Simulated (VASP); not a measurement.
The system is Au.

```xyz
1
Lattice="2.7484 0.0000 0.0000 0.0000 2.7484 0.0000 0.0000 0.0000 2.7484" Properties=species:S:1:pos:R:3 pbc="T T T"
Au    1.3742    1.3742    1.3742
```

The cell was built by a generator and needn't be a form met in nature.

Base run:

| Item | Value |
| --- | --- |
| Program | VASP 6.6.1 |
| Functional | PBE |
| Potentials or basis | VASP PAW PBE potentials, release 64 (Au) |
| Cutoff | 520 eV |
| k mesh | 10 × 10 × 10 |
| Occupations | fermi-dirac, width 0.05 eV |
| Spin | no spin polarisation |

Its results: pressure 0.0 GPa.

Task: The run is repeated on the same cell with these changes: functional from PBE to revPBE. What comes out?

Result: Pressure 2.4 GPa.

revPBE binds less tightly than PBE, so the same cell stands under more pressure.

Caveats: the PAW data sets were made with another functional, which shifts forces and pressure a little (some runs).

Not every run made on this cell is shown here.
